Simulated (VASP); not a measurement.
# Mg (P6_3/mmc) in VASP: further runs

The runs below take Mg through single point, with LDA.

Everything below comes from runs of VASP 6.6.1. Logs are shortened: lines on timing, memory, paths and dates and some standing lists are left out, and cuts for length are marked.

### 1 The undisturbed slab

Symmetry: P6_3/mmc, No. 194, hexagonal system. The conventional cell has a = 3.147 Å, b = 3.147 Å, c = 5.039 Å, α = 90.00°, β = 90.00°, γ = 120.00°. Mg (site symmetry -6m2) is surrounded by 12 Mg at 3.11 to 3.15 Å.

### 2 Single point, LDA (the clean substrate in the cell of the map)

The input, INCAR:

```
SYSTEM = Mg
PREC     = Accurate       ! precision mode
ENCUT    = 520            ! plane-wave cutoff, eV
EDIFF    = 1E-6           ! SCF threshold, eV
ISMEAR   = 0              ! smearing method
SIGMA    = 0.1            ! smearing width, eV
LREAL    = .FALSE.        ! projectors in reciprocal space
LASPH    = .TRUE.         ! aspherical terms in the spheres
NELM     = 100            ! most SCF steps
ALGO     = Normal         ! electronic algorithm
ISIF     = 2              ! what is computed and relaxed
LWAVE    = .FALSE.        ! write WAVECAR
LCHARG   = .TRUE.         ! write CHGCAR
LDIPOL   = .TRUE.       
IDIPOL   = 3            
DIPOL    = 0.5 0.5 0.337
LELF     = .TRUE.         ! ELF
LVHAR    = .TRUE.       
LVACPOTAV= .TRUE.       
NBANDS   = 12             ! bands
```

The input, KPOINTS:

```
Automatic mesh
0
G
  9 9 1
  0 0 0
```

The input, POSCAR:

```
Mg
1.0
    3.1466128692      0.0000000000      0.0000000000
   -1.5733064346      2.7250466806      0.0000000000
    0.0000000000      0.0000000000     23.0605951812
Mg
4
Direct
    0.6666666667      0.3333333333      0.1734560608
    0.3333333333      0.6666666667      0.2827092830
    0.6666666667      0.3333333333      0.3902185408
    0.3333333333      0.6666666667      0.5013138252
```

Potentials or basis: VASP PAW LDA potentials, release 64 (Mg).

On the command line:

```
$ cat potpaw_LDA.64/Mg/POTCAR > POTCAR
$ mpirun -np 1 vasp_std > vasp.out
```

OUTCAR:

```text
SYSTEM = Mg
   PREC = Accurate
   ENCUT = 520
   EDIFF = 1E-6
   ISMEAR = 0
   LREAL = .FALSE.
   LASPH = .TRUE.
   NELM = 100
   ISIF = 2

 ion  position               nearest neighbor table
   1  0.667  0.333  0.173-   2 3.11   2 3.11   2 3.11
   2  0.333  0.667  0.283-   3 3.07   3 3.07   3 3.07   1 3.11   1 3.11   1 3.11
   3  0.667  0.333  0.390-   2 3.07   2 3.07   2 3.07   4 3.14   4 3.14   4 3.14
   4  0.333  0.667  0.501-   3 3.14   3 3.14   3 3.14

  LATTYP: Found a hexagonal cell.
 ALAT       =     3.1466128692
 C/A-ratio  =     7.3287042734

  Lattice vectors:

 A1 = (   3.1466128692,   0.0000000000,   0.0000000000)
 A2 = (  -1.5733064346,   2.7250466806,   0.0000000000)
 A3 = (   0.0000000000,   0.0000000000,  23.0605951812)

Analysis of symmetry for initial positions (statically):
=====================================================================
 Subroutine PRICEL returns:
 Original cell was already a primitive cell.

 Routine SETGRP: Setting up the symmetry group for a
 hexagonal supercell.

 Subroutine GETGRP returns: Found  6 space group operations
 (whereof  6 operations were pure point group operations)
 out of a pool of 24 trial point group operations.

The static configuration has the point symmetry C_3v.

Analysis of symmetry for dynamics (positions and initial velocities):
=====================================================================
 Subroutine PRICEL returns:
 Original cell was already a primitive cell.

 Routine SETGRP: Setting up the symmetry group for a
 hexagonal supercell.

 Subroutine GETGRP returns: Found  6 space group operations
 (whereof  6 operations were pure point group operations)
 out of a pool of 24 trial point group operations.

The dynamic configuration has the point symmetry C_3v.

 Subroutine INISYM returns: Found  6 space group operations
 (whereof  6 operations are pure point group operations),
 and found     1 'primitive' translations

----------------------------------------------------------------------------------------

                                     Primitive cell

  volume of cell :     197.7369

  direct lattice vectors                    reciprocal lattice vectors
     3.146612869  0.000000000  0.000000000     0.317802044  0.183483095  0.000000000
    -1.573306435  2.725046681  0.000000000     0.000000000  0.366966191  0.000000000
     0.000000000  0.000000000 23.060595181     0.000000000  0.000000000  0.043364015

  length of vectors
     3.146612869  3.146612869 23.060595181     0.366966191  0.366966191  0.043364015

  position of ions in fractional coordinates (direct lattice)
     0.666666667  0.333333333  0.173456061
     0.333333333  0.666666667  0.282709283
     0.666666667  0.333333333  0.390218541
     0.333333333  0.666666667  0.501313825

  ion indices of the primitive-cell ions
   primitive index   ion index
                 1           1
                 2           2
                 3           3
                 4           4

----------------------------------------------------------------------------------------

 KPOINTS: Automatic mesh

Automatic generation of k-mesh.
 Grid dimensions read from file:
 generate k-points for:    9    9    1

 Generating k-lattice:

  Cartesian coordinates                     Fractional coordinates (reciprocal lattice)
     0.035311338  0.020387011  0.000000000     0.111111111 -0.000000000  0.000000000
     0.000000000  0.040774021  0.000000000     0.000000000  0.111111111  0.000000000
     0.000000000  0.000000000  0.043364015     0.000000000  0.000000000  1.000000000

  Length of vectors
     0.040774021  0.040774021  0.043364015

  Shift w.r.t. Gamma in fractional coordinates (k-lattice)
     0.000000000  0.000000000  0.000000000

 Subroutine IBZKPT returns following result:
 ===========================================

 Found     12 irreducible k-points:

 Following reciprocal coordinates:
            Coordinates               Weight
  0.000000  0.000000  0.000000      1.000000
  0.111111  0.000000  0.000000      6.000000
  0.222222  0.000000  0.000000      6.000000
  0.333333  0.000000  0.000000      6.000000
  0.444444  0.000000  0.000000      6.000000
  0.111111  0.111111  0.000000      6.000000
  0.222222  0.111111  0.000000     12.000000
  0.333333  0.111111  0.000000     12.000000
  0.444444  0.111111  0.000000      6.000000
  0.222222  0.222222  0.000000      6.000000
  0.333333  0.222222  0.000000     12.000000
  0.333333  0.333333  0.000000      2.000000
   k-points           NKPTS =     12   k-points in BZ     NKDIM =     12   number of bands    NBANDS=     12
   number of dos      NEDOS =    301   number of ions     NIONS =      4
   total plane-waves  NPLWV = 103680
   dimension x,y,z NGX =    24 NGY =   24 NGZ =  180
   dimension x,y,z NGXF=    48 NGYF=   48 NGZF=  360
   ions per type =               4
   NGX,Y,Z   is equivalent  to a cutoff of  12.68, 12.68, 12.98 a.u.
   NGXF,Y,Z  is equivalent  to a cutoff of  25.36, 25.36, 25.95 a.u.
 SYSTEM =  Mg
   PREC   = accura    normal or accurate (medium, high low for compatibility)
   ISTART =      0    job   : 0-new  1-cont  2-samecut
   ICHARG =      2    charge: 1-file 2-atom 10-const
   ISPIN  =      1    spin polarized calculation?
   LNONCOLLINEAR =      F non collinear calculations
   LSORBIT =      F    spin-orbit coupling
   LASPH  =      T    aspherical Exc in radial PAW
   ENCUT  =  520.0 eV  38.22 Ry    6.18 a.u.   5.85  5.85 42.88*2*pi/ulx,y,z
   NELM   =    100;   NELMIN=  2; NELMDL= -5     # of ELM steps
   EDIFF  = 0.1E-05   stopping-criterion for ELM
   LREAL  =      F    real-space projection
   EDIFFG = 0.1E-04   stopping-criterion for IOM
   NSW    =      0    number of steps for IOM
   IBRION =     -1    ionic relax: 0-MD 1-quasi-New 2-CG
   NFREE  =      0    steps in history (QN), initial steepest desc. (CG)
   ISIF   =      2    stress and relaxation
   ISYM   =      2    0-nonsym 1-usesym 2-fastsym
   POTIM  = 0.5000    time-step for ionic-motion
   TEBEG  =    0.0;   TEEND  =   0.0 temperature during run
   PSTRESS=    0.0 pullay stress
   NELECT =       8.0000    total number of electrons
   NUPDOWN=      -1.0000    fix difference up-down
   EMIN   =  10.00;   EMAX   =-10.00  energy-range for DOS
   EFERMI =   0.00;   METHOD = LEGACY
   ISMEAR =     0;   SIGMA  =   0.10  broadening in eV -4-tet -1-fermi 0-gaus
   EFERMI_NEDOS =   21; number of points for ismear=-14 and -15
   IALGO  =     38    algorithm
   IMIX   =      4    mixing-type and parameters
     AMIX     =   0.40;   BMIX     =  1.00
     AMIX_MAG =   1.60;   BMIX_MAG =  1.00
  volume/ion in A,a.u.               =      49.43       333.60
  Fermi-wavevector in a.u.,A,eV,Ry     =   0.562008  1.062040  4.297436  0.315853
  Thomas-Fermi vector in A             =   1.598546
   LORBIT       =      0    0 simple, 1 ext, 2 COOP (PROOUT), +10 PAW based schemes
   GGA     = CA    functional components
   LHFCALC =     F    Hartree Fock is set to
   AEXX    =    0.0000 exact exchange contribution
   IVDW    =     0    specifies the selected vdW correction
   LEPSILON=     F    determine dielectric tensor
   LRPA    =     F    only Hartree local field effects (RPA)
 non-spin polarized calculation
 Gauss-broadening in eV      SIGMA  =   0.10
  energy-cutoff  :      520.00
  volume of cell :      197.74
 maximum number of plane-waves:      5354
 NGX is ok and might be reduce to    24
   NGX = 11   NGY = 11   NGZ = 85

 dipolmoment           0.000000      0.000000      0.000075 electrons x Angstroem

 number of electron       8.0000000 magnetization

 dipolmoment           0.000000      0.000000     -0.000230 electrons x Angstroem

 Free energy of the ion-electron system (eV)
  ---------------------------------------------------
  ext. energy  EPLUGINS =         0.00000000
  ---------------------------------------------------
  free energy    TOTEN  =        -6.48225141 eV

  energy without entropy =       -6.47071965  energy(sigma->0) =       -6.47648553

 E-fermi :  -0.9526     XC(G=0):  -4.6807

 val. band max:       -1.0107717434   @ k =   0.2222   0.0000   0.0000
 cond. band min:      -0.9066002912   @ k =   0.2222   0.2222   0.0000
 fundamental gap:      0.1041714522
 Fermi energy:        -0.9526168587

 k-point     1 :       0.0000    0.0000    0.0000
  band No.  band energies     occupation
      1      -7.7769      2.00000
      2      -6.9357      2.00000
      3      -5.5830      2.00000
      4      -3.7195      2.00000
      5      -1.9384      2.00000
      6       0.3448      0.00000
      7       1.9207      0.00000
      8       2.9746      0.00000
      9       3.2118      0.00000
     10       4.9413      0.00000
     11       5.0128      0.00000
     12       7.6167      0.00000

 k-point     2 :       0.1111    0.0000    0.0000
  band No.  band energies     occupation
      1      -7.5272      2.00000
      2      -6.6877      2.00000
      3      -5.3371      2.00000
      4      -3.4752      2.00000
      5      -1.7065      2.00000
      6       0.5789      0.00000
      7       2.1597      0.00000
      8       3.2145      0.00000
      9       3.4543      0.00000
     10       5.1674      0.00000
     11       5.2420      0.00000
     12       7.2662      0.00000
[... 121 lines left out ...]
 k-point    11 :       0.3333    0.2222    0.0000
  band No.  band energies     occupation
      1      -3.1541      2.00000
      2      -2.3554      2.00000
      3      -1.1506      1.99488
      4      -1.0845      1.93777
      5      -0.1035      0.00000
      6       0.5888      0.00000
      7       0.9822      0.00000
      8       1.3663      0.00000
      9       2.1392      0.00000
     10       2.5079      0.00000
     11       3.1271      0.00000
     12       3.3254      0.00000

 k-point    12 :       0.3333    0.3333    0.0000
  band No.  band energies     occupation
      1      -1.3247      2.00000
      2      -1.3029      2.00000
      3      -1.2905      2.00000
      4      -0.5854      0.00000
      5      -0.5689      0.00000
      6      -0.5640      0.00000
      7       0.6497      0.00000
      8       1.3357      0.00000
      9       1.3372      0.00000
     10       2.3568      0.00000
     11       3.1417      0.00000
     12       3.1505      0.00000

------------------------ aborting loop because EDIFF is reached ----------------------------------------

  FORCE on cell =-STRESS in cart. coord.  units (eV):
  Direction    XX          YY          ZZ          XY          YZ          ZX
  --------------------------------------------------------------------------------------
  -------------------------------------------------------------------------------------
  Total       -1.1940222     -1.1940222      0.1242778      0.0000000      0.0000000      0.0000000
  in kB       -9.6746493     -9.6746493      1.0069699      0.0000000      0.0000000      0.0000000
  external PRESSURE =      -6.1141095 kB  Pullay stress =       0.0000000 kB

 VOLUME and BASIS-vectors are now :
 -----------------------------------------------------------------------------
  energy-cutoff  :      520.00
  volume of cell :      197.74
      direct lattice vectors                 reciprocal lattice vectors
     3.146612869  0.000000000  0.000000000     0.317802044  0.183483095  0.000000000
    -1.573306435  2.725046681  0.000000000     0.000000000  0.366966191  0.000000000
     0.000000000  0.000000000 23.060595181     0.000000000  0.000000000  0.043364015

 POSITION                                       TOTAL-FORCE (eV/Angst)
 -----------------------------------------------------------------------------------
      1.57331      0.90835      4.00000        -0.000000      0.000000     -0.056823
     -0.00000      1.81670      6.51944        -0.000000     -0.000000      0.066201
      1.57331      0.90835      8.99867         0.000000     -0.000000     -0.011771
     -0.00000      1.81670     11.56060        -0.000000     -0.000000      0.002393
 -----------------------------------------------------------------------------------
    total drift:                               -0.000000      0.000000     -0.000020

  FREE ENERGIE OF THE ION-ELECTRON SYSTEM (eV)
  ---------------------------------------------------
  free  energy   TOTEN  =        -6.4822514122 eV

  energy  without entropy=       -6.4707196457  energy(sigma->0) =       -6.47648553

 vacuum level on the upper side and lower side of the slab         3.013         3.018
```

Wall time 29 s (1 thread of Intel Xeon Platinum 8375C at 2.90GHz (Ice Lake), shared host); peak memory 0.23 GiB.

What came out:

| Item | Value |
| --- | --- |
| Free energy | -6.4823 eV |
| Largest force | 0.066 eV/Å |
| Band gap on the k mesh | none (metal or under the smearing width) |
| Work function of the upper face | 3.97 eV |
| Work function of the lower face | 3.97 eV |

Forces in eV/Å, atoms in the order of the input:
```
Mg   0.000  0.000 -0.057
Mg   0.000  0.000  0.066
Mg   0.000  0.000 -0.012
Mg   0.000  0.000  0.002
```

Levels at points of the mesh, in eV from the Fermi level:
| k point | band 2 | band 3 | band 4 | band 5 | band 6 | band 7 |
| --- | --- | --- | --- | --- | --- | --- |
| (0.00, 0.00, 0.00) | -5.98 | -4.63 | -2.77 | -0.99 | 1.30 | 2.87 |

### 3 Single point, LDA (clean slab, lower half held)

The input, INCAR:

```
SYSTEM = Mg
ALGO = Normal ; DIPOL = 0.5 0.5 0.500
EDIFF = 1E-6 ; ENCUT = 520
IDIPOL = 3 ; ISIF = 2
ISMEAR = 0 ; LASPH = .TRUE.
LCHARG = .FALSE. ; LDIPOL = .TRUE.
LREAL = .FALSE. ; LWAVE = .FALSE.
NBANDS = 12 ; NELM = 100
PREC = Accurate ; SIGMA = 0.1
```

The input, KPOINTS:

```
k-points
0
G
  9 9 1
  0 0 0
```

The input, POSCAR:

```
Mg
1.0
    3.1466128692      0.0000000000      0.0000000000
   -1.5733064346      2.7250466806      0.0000000000
    0.0000000000      0.0000000000     21.5583329895
Mg
4
Direct
    0.6666666667      0.3333333333      0.3247004304
    0.3333333333      0.6666666667      0.4415668101
    0.6666666667      0.3333333333      0.5565676997
    0.3333333333      0.6666666667      0.6754045032
```

Potentials or basis: VASP PAW LDA potentials, release 64 (Mg).

On the command line:

```
$ cat potpaw_LDA.64/Mg/POTCAR > POTCAR
$ mpirun -np 1 vasp_std > vasp.out
```

OUTCAR:

```text
SYSTEM = Mg
   EDIFF = 1E-6
   ENCUT = 520
   ISIF = 2
   ISMEAR = 0
   LASPH = .TRUE.
   LREAL = .FALSE.
   NELM = 100
   PREC = Accurate

 ion  position               nearest neighbor table
   1  0.667  0.333  0.325-   2 3.11   2 3.11   2 3.11
   2  0.333  0.667  0.442-   3 3.07   3 3.07   3 3.07   1 3.11   1 3.11   1 3.11
   3  0.667  0.333  0.557-   2 3.07   2 3.07   2 3.07   4 3.14   4 3.14   4 3.14
   4  0.333  0.667  0.675-   3 3.14   3 3.14   3 3.14

  LATTYP: Found a hexagonal cell.
 ALAT       =     3.1466128692
 C/A-ratio  =     6.8512822790

  Lattice vectors:

 A1 = (   3.1466128692,   0.0000000000,   0.0000000000)
 A2 = (  -1.5733064346,   2.7250466806,   0.0000000000)
 A3 = (   0.0000000000,   0.0000000000,  21.5583329895)

Analysis of symmetry for initial positions (statically):
=====================================================================
 Subroutine PRICEL returns:
 Original cell was already a primitive cell.

 Routine SETGRP: Setting up the symmetry group for a
 hexagonal supercell.

[... 183 lines left out ...]
     12       8.6354      0.00000
[... 151 lines left out ...]
 k-point    12 :       0.3333    0.3333    0.0000
  band No.  band energies     occupation
      1      -1.1184      2.00000
      2      -1.0966      2.00000
      3      -1.0841      2.00000
      4      -0.3793      0.00000
      5      -0.3627      0.00000
      6      -0.3578      0.00000
      7       0.8559      0.00000
      8       1.5419      0.00000
      9       1.5435      0.00000
     10       2.5629      0.00000
     11       3.3479      0.00000
     12       3.3568      0.00000

------------------------ aborting loop because EDIFF is reached ----------------------------------------

 vacuum level on the upper side and lower side of the slab       (xc-potential included)        -0.480        -0.478

  FORCE on cell =-STRESS in cart. coord.  units (eV):
  Direction    XX          YY          ZZ          XY          YZ          ZX
  --------------------------------------------------------------------------------------
  -------------------------------------------------------------------------------------
  Total       -1.1938826     -1.1938826      0.1269635      0.0000000      0.0000000      0.0000000
  in kB      -10.3476033    -10.3476033      1.1004167      0.0000000      0.0000000      0.0000000
  external PRESSURE =      -6.5315966 kB  Pullay stress =       0.0000000 kB

 VOLUME and BASIS-vectors are now :
 -----------------------------------------------------------------------------
  energy-cutoff  :      520.00
  volume of cell :      184.86
      direct lattice vectors                 reciprocal lattice vectors
     3.146612869  0.000000000  0.000000000     0.317802044  0.183483095  0.000000000
    -1.573306435  2.725046681  0.000000000     0.000000000  0.366966191  0.000000000
     0.000000000  0.000000000 21.558332989     0.000000000  0.000000000  0.046385776

 POSITION                                       TOTAL-FORCE (eV/Angst)
 -----------------------------------------------------------------------------------
      1.57331      0.90835      7.00000        -0.000000      0.000000     -0.056818
     -0.00000      1.81670      9.51944        -0.000000      0.000000      0.066318
      1.57331      0.90835     11.99867        -0.000000     -0.000000     -0.011953
     -0.00000      1.81670     14.56060         0.000000      0.000000      0.002452
 -----------------------------------------------------------------------------------
    total drift:                                0.000000     -0.000000     -0.000001

  FREE ENERGIE OF THE ION-ELECTRON SYSTEM (eV)
  ---------------------------------------------------
  free  energy   TOTEN  =        -6.4822104933 eV

  energy  without entropy=       -6.4706695332  energy(sigma->0) =       -6.47644001

 vacuum level on the upper side and lower side of the slab         2.749         2.754
```

stdout:

```text
POSCAR found type information on POSCAR Mg
 POSCAR found :  1 types and       4 ions
 scaLAPACK will be used
 LDA part: xc-table for (Slater(with rela. corr.)+CA(PZ))
 , standard interpolation
 POSCAR, INCAR and KPOINTS ok, starting setup
 FFT: planning ... GRIDC
 FFT: planning ... GRID_SOFT
 FFT: planning ... GRID
 WAVECAR not read
 entering main loop
```

Run time: 17 s. Hardware: 1 thread of Intel Xeon Platinum 8375C at 2.90GHz (Ice Lake), shared host; peak memory 0.22 GiB.

What came out:

* Free energy: -6.4822 eV
* Largest force: 0.066 eV/Å
* Band gap on the k mesh: none (metal or under the smearing width)

Forces on the atoms (eV/Å):
```
Mg   0.000  0.000 -0.057
Mg   0.000  0.000  0.066
Mg   0.000  0.000 -0.012
Mg   0.000  0.000  0.002
```
